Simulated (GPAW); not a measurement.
**HfO2 in GPAW: convergence with smearing width (eV)**

Input of the first run (smearing width (eV) 0.5); the others differ in this setting and in those tied to it:

The input run.py:

```python
from ase.dft.bandgap import bandgap
from ase.io import read, write
from ase.units import GPa
from gpaw import GPAW, PW

atoms = read('POSCAR')

calc = GPAW(mode=PW(800),
            xc='PBE',
            kpts={'size': (7, 7, 7), 'gamma': True},
            occupations={'name': 'methfessel-paxton', 'order': 0, 'width': 0.5},
            nbands=24,
            convergence={'density': 1e-05, 'energy': 1e-05},
            maxiter=100,
            txt='gpaw.txt')
atoms.calc = calc
energy = atoms.get_potential_energy()
forces = atoms.get_forces()
stress = atoms.get_stress()
calc.write('gs.gpw')
write('result.traj', atoms)
print(f'Energy: {energy:.6f} eV')
print('Forces (eV/A):')
print(forces.round(4))
print('Stress (GPa):', (stress / GPa).round(3))
print('Fermi level:', round(calc.get_fermi_level(), 4), 'eV')
print(f'Gap: {bandgap(calc)[0]:.4f} eV, direct: {bandgap(calc, direct=True)[0]:.4f} eV')
```

Contents of POSCAR:

```
HfO2
1.0
    0.0000000000      2.5575000000      2.5575000000
    2.5575000000      0.0000000000      2.5575000000
    2.5575000000      2.5575000000      0.0000000000
Hf O
1 2
Direct
    0.0000000000      0.0000000000      0.0000000000
    0.7500000000      0.7500000000      0.7500000000
    0.2500000000      0.2500000000      0.2500000000
```

Potentials or basis: GPAW PAW data sets (gpaw-data 1.2.1), pw.

Launch:

```console
$ OMP_NUM_THREADS=1 python run.py
```

Measurements of this composition are mostly on another form, of space group No. 14.

Hardware: 1 thread of Arm Neoverse V2, on a shared host.

```tsv
smearing width (eV)	energy less the tightest run, at zero smearing (meV/atom)	SCF cycles	CPU time (s)	peak memory (GiB)
0.5	0.00	10	16	0.17
0.3	0.00	10	16	0.17
0.2	0.00	10	16	0.17
0.15	0.00	10	16	0.17
0.1	0.00	10	16	0.17
0.05	0.00	10	16	0.17
0.025	0.00	10	16	0.17
0.01	0.00	10	16	0.17
```

Against the tightest run, the energy stays within 1 meV/atom from 0.5 on. The tightest run that finished is the yardstick and may itself not be fully converged.

Caveat, for the tightest run too: spin-orbit coupling is left out, which moves the levels of the heavy elements; an odd mesh through Γ misses points on the zone boundary, where band edges often lie.
